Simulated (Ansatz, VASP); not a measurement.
# HfC in VASP and in Ansatz

INCAR

```
SYSTEM = HfC
PREC = Accurate ; ENCUT = 520
EDIFF = 1E-6 ; ISMEAR = 0
SIGMA = 0.15 ; LREAL = .False.
LASPH = .True. ; NELM = 60
ALGO = Normal ; ISIF = 2
LWAVE = .False. ; LCHARG = .True.
GGA = PS ; LELF = .True.
LVHAR = .True. ; NBANDS = 14
```

KPOINTS

```
regular mesh
0
Gamma
  18 18 18
  0 0 0
```

Contents of POSCAR:

```
HfC
1.0
    0.0000000000      2.3250000000      2.3250000000
    2.3250000000      0.0000000000      2.3250000000
    2.3250000000      2.3250000000      0.0000000000
Hf C
1 1
Direct
    0.5000000000      0.5000000000      0.5000000000
    0.0161290323     -0.0161290323      0.0161290323
```

Input for Ansatz:

```yaml
crystal:
  lattice:
    - [0.0, 2.325, 2.325]
    - [2.325, 0.0, 2.325]
    - [2.325, 2.325, 0.0]
  atoms:
    - { symbol: Hf, position: [0.5, 0.5, 0.5] }
    - { symbol: C, position: [0.0161290323, -0.0161290323, 0.0161290323] }
basis:
  ecutwfc: 420
kpoints:
  mp_grid: { grid: [18, 18, 18] }
hamiltonian:
  xc: pbesol
scf:
  occupations: { method: gaussian, width: 0.15 }
output:
  forces: true
  stress: true
  eigenvalues: true
```

Change from the starting cell: all C atoms moved +0.075 Å, as atom 2 along Cartesian [0 1 0].

Alike in both runs: task single point; functional PBEsol; k mesh 18 × 18 × 18; occupations gaussian, width 0.15 eV; no spin polarisation.

|  | VASP | Ansatz |
| --- | --- | --- |
| version | VASP 6.6.1 | Ansatz 0.2.0 |
| potentials or method | VASP PAW PBE potentials, release 64 (Hf_pv, C) | scalar-relativistic, plane waves, PAW |
| plane-wave cutoff (eV) | 520 | 420 |
| valence electrons in the cell | 14 | 30 |

|  | VASP | Ansatz | Ansatz less VASP |
| --- | --- | --- | --- |
| gap on the k mesh at the Fermi level (eV) | none | none | - |
| pressure (GPa) | -6.5 | -6.0 | +0.45 |
| largest component of the traceless stress (GPa) | 1.10 | 1.07 | -0.028 |
| rms of the force components (eV/Å) | 0.321 | 0.324 | +0.0029 |

Atom by atom the forces differ by 0.003 eV/Å (rms over components). A gap of «none» marks a metal or a gap that the smearing closes. The two sets of potentials don't hold the same shells in valence.

Caveats: the PAW data sets were made with another functional, which shifts forces and pressure a little (VASP). Spin-orbit coupling is left out, which matters for the levels of Hf.
